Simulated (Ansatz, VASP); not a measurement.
## SnSe in VASP and in Ansatz

```
CELL_PARAMETERS angstrom
0.00000 3.05005 3.05005
3.05005 0.00000 3.05005
3.05005 3.05005 0.00000
ATOMIC_POSITIONS crystal
Sn 0.00000 0.00000 0.00000
Se 0.50000 0.50000 0.50000
```

Change from the starting cell: functional pbe, volume scaled by 1.04, PAW files.

Alike in both runs: task electric field gradients; functional PBE; k mesh 11 × 11 × 11; occupations fermi-dirac, width 0.05 eV; no spin polarisation.

```csv
,VASP,Ansatz
version,VASP 6.6.1,Ansatz 0.2.0
potentials or method,"VASP PAW PBE potentials, release 64 (Sn_d, Se)","PAW with Ansatz's default frozen-core files, scalar-relativistic"
plane-wave cutoff (eV),520,420
valence electrons in the cell,20,30
```

|  | VASP | Ansatz | Ansatz less VASP |
| --- | --- | --- | --- |
| pressure (GPa) | -0.9 | -0.9 | 0.00 |
| Vzz of the field gradient on the site that differs most (V/Å²) | 0.0 | 0.0 | 0.00 |

The functional is the same, so the differences come from potentials, cutoffs and numerics. The two sets of potentials don't hold the same shells in valence. Ansatz warned: «gradients_without_spin_orbit».
